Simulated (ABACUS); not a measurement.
# Sb (R-3m) in ABACUS: single point with PBEsol

Aim: the single point of Sb with PBEsol.

Everything below comes from runs of ABACUS 3.10.1. Logs are shortened: lines on timing, memory, paths and dates and some standing lists are left out, and cuts for length are marked.

### Step 1. Starting point

It takes space group R-3m (No. 166, trigonal). Conventional cell: a = 4.308 Å, b = 4.308 Å, c = 11.274 Å, α = 90.00°, β = 90.00°, γ = 120.00°. Around Sb (site symmetry 3m) lie 3 Sb at 2.91 Å.

### Step 2. Single point, PBEsol

run_abacus.py reads:

```python
"""ABACUS run from a structure file: ASE reads it, the script writes STRU, KPT and INPUT."""
import re
import subprocess
from ase.io import read
from ase.units import Bohr

atoms = read("POSCAR")
atoms = atoms[(-atoms.numbers).argsort(kind="stable")]  # ABACUS lists atoms element by element
pseudo = {'Sb': 'Sb.upf'}
orbital = {}
magmoms = None
kmesh = [6, 6, 6]
params = {
    'suffix': 'Sb',
    'calculation': 'scf',
    'basis_type': 'pw',
    'pseudo_dir': './',
    'symmetry': 1,
    'dft_functional': 'pbesol',
    'ecutwfc': 81,
    'pseudo_rcut': 10,
    'nspin': 1,
    'nbands': 25,
    'ks_solver': 'dav',
    'smearing_method': 'fd',
    'smearing_sigma': 0.00367493,
    'scf_thr': 1e-08,
    'scf_nmax': 100,
    'mixing_type': 'broyden',
    'mixing_beta': 0.7,
    'cal_force': 1,
    'cal_stress': 1,
    'out_chg': 1,
    'kpar': 4,
}

symbols = atoms.get_chemical_symbols()
elements = list(dict.fromkeys(symbols))
lines = ["ATOMIC_SPECIES"] + [f"{e} {atoms.get_masses()[symbols.index(e)]:.4f} {pseudo[e]}" for e in elements]
if orbital:
    lines += ["", "NUMERICAL_ORBITAL"] + [orbital[e] for e in elements]
lines += ["", "LATTICE_CONSTANT", f"{1 / Bohr:.10f}", "", "LATTICE_VECTORS"]
lines += [" ".join(f"{x:.10f}" for x in v) for v in atoms.cell]
lines += ["", "ATOMIC_POSITIONS", "Direct"]
for e in elements:
    lines += ["", e, "0.0", str(symbols.count(e))]
    for i, p in enumerate(atoms.get_scaled_positions(wrap=False)):
        if symbols[i] == e:
            mag = "" if magmoms is None else " mag " + " ".join(str(x) for x in (magmoms[i] if isinstance(magmoms[i], list) else [magmoms[i]]))
            lines.append(" ".join(f"{x:.10f}" for x in p) + " 1 1 1" + mag)
open("STRU", "w").write("\n".join(lines) + "\n")
open("KPT", "w").write("K_POINTS\n0\nGamma\n%d %d %d 0 0 0\n" % tuple(kmesh))
open("INPUT", "w").write("INPUT_PARAMETERS\n" + "".join(f"{k:<20s}{v}\n" for k, v in params.items()))

done = subprocess.run(['mpirun', '-np', '4', 'abacus'])
if done.returncode:
    raise SystemExit(done.returncode)
log = open("OUT.Sb/running_scf.log").read()
print("final energy (eV):", re.findall(r"FINAL_ETOT_IS (\S+)", log))
```

POSCAR reads:

```
Sb
1.0
    2.1542000000      1.2437279499      3.7580000000
   -2.1542000000      1.2437279499      3.7580000000
    0.0000000000     -2.4874558998      3.7580000000
Sb
2
Direct
    0.7665100000      0.7665100000      0.7665100000
    0.2334900000      0.2334900000      0.2334900000
```

Potentials or basis: PseudoDojo NC SR 0.4.1 PBEsol standard, plane waves.

Run with:

```sh
$ OMP_NUM_THREADS=1 python run_abacus.py > log
```

running log:

```text
ABACUS v3.10.1

               Atomic-orbital Based Ab-initio Computation at UStc

 ------------------------------------------------------------------------------------

 READING GENERAL INFORMATION
                           global_out_dir = OUT.Sb/
                           global_in_card = INPUT
                               pseudo_dir = ./
                              orbital_dir =
                                    DSIZE = 4
                                    GSIZE = 1

 READING UNITCELL INFORMATION
                                    ntype = 1
                  lattice constant (Bohr) = 1.88973
              lattice constant (Angstrom) = 1

 READING ATOM TYPE 1
                               atom label = Sb
                      L=0, number of zeta = 1
                      L=1, number of zeta = 1
                      L=2, number of zeta = 1
             number of atom for this type = 2

                        TOTAL ATOM NUMBER = 2
DIRECT COORDINATES
    atom                   x                   y                   z     mag                  vx                  vy                  vz
taud_Sb1            0.7665100000        0.7665100000        0.7665100000  0.0000        0.0000000000        0.0000000000        0.0000000000
taud_Sb2            0.2334900000        0.2334900000        0.2334900000  0.0000        0.0000000000        0.0000000000        0.0000000000

                          Volume (Bohr^3) = 407.677
                             Volume (A^3) = 60.4114

 Lattice vectors: (Cartesian coordinate: in unit of a_0)
              +2.1542            +1.24373              +3.758
              -2.1542            +1.24373              +3.758
                   +0            -2.48746              +3.758
 Reciprocal vectors: (Cartesian coordinate: in unit of 2 pi/a_0)
            +0.232105           +0.134006          +0.0886997
            -0.232105           +0.134006          +0.0886997
                   +0           -0.268011          +0.0886997
 The esolver type has been set to : ksdft_pw

                PAO radial cut off (Bohr) = 10

 Read in pseudopotential file is Sb.upf
                     pseudopotential type = NC
          exchange-correlation functional = PBESOL
                 nonlocal core correction = 1
                        valence electrons = 15
                                     lmax = 2
                           number of zeta = 3
                     number of projectors = 6
                           L of projector = 0
                           L of projector = 0
                           L of projector = 1
                           L of projector = 1
                           L of projector = 2
                           L of projector = 2
     initial pseudo atomic orbital number = 18

 SETUP THE ELECTRONS NUMBER
            electron number of element Sb = 15
[... 155 lines left out ...]
     PROC   COLUMNS(POT)             PW
        1            435           5895
 --------------- sum -------------------
        1            435           5895

 SETUP NONLOCAL PSEUDOPOTENTIALS IN PLANE WAVE BASIS
 Sb non-local projectors:
 projector 1 L=0
 projector 2 L=0
 projector 3 L=1
 projector 4 L=1
 projector 5 L=2
 projector 6 L=2
      TOTAL NUMBER OF NONLOCAL PROJECTORS = 36

 Init Non-Local PseudoPotential table :
 Init Non-Local-Pseudopotential done.

                                     npwx = 5037

 Make real space PAO into reciprocal space.
       max mesh points in Pseudopotential = 1001
     dq(describe PAO in reciprocal space) = 0.01
                                    max q = 1084

 number of pseudo atomic orbitals for Sb is 3
WARNING: norm of atomic wavefunction # 3 of atomic type Sb is 0.999914, renormalized

 -------------------------------------------
 SELF-CONSISTENT
 -------------------------------------------
                                 init_chg = atomic

 PW ALGORITHM --------------- ION=   1  ELEC=   1--------------------------------

 Notice: Threshold on eigenvalues was too large.
 hsover_error=0.3 > DRHO=0.00801149
 Origin diag ethr = 0.01
 New diag ethr = 2.6705e-05

 Density error is 0.00784658223112
                          Error Threshold = 2.67049718119e-05
----------------------------------------------------------
     Energy           Rydberg                 eV
----------------------------------------------------------
 E_KohnSham     -363.1332403309      -4940.6812017039
 E_Harris       -363.4699865190      -4945.2628686415
 E_Fermi        0.7633323819         10.3856698621
----------------------------------------------------------
[... 51 lines left out ...]
 Density error is 4.02164654633e-09
                          Error Threshold = 3.52119165717e-10
----------------------------------------------------------
     Energy           Rydberg                 eV
----------------------------------------------------------
 E_KohnSham     -363.1335586288      -4940.6855323684
 E_KS(sigma->0) -363.1334588450      -4940.6841747399
 E_Harris       -363.1333900079      -4940.6832381631
 E_band         -24.1678895811       -328.8210069380
 E_one_elec     -145.9576616803      -1985.8558656084
 E_Hartree      88.5616260575        1204.9427385266
 E_xc           -90.0283533862       -1224.8985876103
 E_Ewald        -215.7089700521      -2934.8711024193
 E_entropy(-TS) -0.0001995676        -0.0027152572
 E_descf        0.0000000000         0.0000000000
 E_exx          0.0000000000         0.0000000000
 E_Fermi        0.7642366882         10.3979735802
----------------------------------------------------------

 charge density convergence is achieved
 final etot is -4940.6855324 eV
 EFERMI = 10.39797358 eV

 STATE ENERGY(eV) AND OCCUPATIONS    NSPIN == 1
 1/8 kpoint (Cartesian) = 0.0000 0.0000 0.0000 (5037 pws)
       1       -19.0219     0.00925926
       2       -19.0219     0.00925926
       3       -18.9335     0.00925926
       4       -18.9335     0.00925926
       5       -18.9098     0.00925926
       6       -18.8196     0.00925926
[... 152 lines left out ...]
      24        22.0825        0.00000
      25        22.1684        0.00000

[... levels at 2 further k points ...]

------------------------------------------------------------------------------------------
 TOTAL-FORCE (eV/Angstrom)
------------------------------------------------------------------------------------------
                       Sb1         0.0000000000         0.0000000000        -0.0404613639
                       Sb2         0.0000000000         0.0000000000         0.0404613639
------------------------------------------------------------------------------------------

----------------------------------------------------------------
 TOTAL-STRESS (KBAR)
----------------------------------------------------------------
         1.7394330031        -0.0000000000        -0.0000000000
        -0.0000000000         1.7394330031        -0.0000000000
        -0.0000000000         0.0000000000        -1.5034644330
----------------------------------------------------------------
 TOTAL-PRESSURE: 0.658467 KBAR

 --------------------------------------------
 !FINAL_ETOT_IS -4940.6855323684412724 eV
 --------------------------------------------
```

Run time: 12 s. Hardware: 4 MPI ranks of AMD EPYC 9R14 (Zen 4), shared host; peak memory 0.48 GiB.

Results:

```
Free energy            : -4940.6855 eV
Pressure               : 0.1 GPa
Largest force          : 0.040 eV/Å
Band gap on the k mesh : none (metal or under the smearing width)
```

Forces on the atoms (eV/Å):
```
Sb   0.000  0.000 -0.040
Sb   0.000  0.000  0.040
```
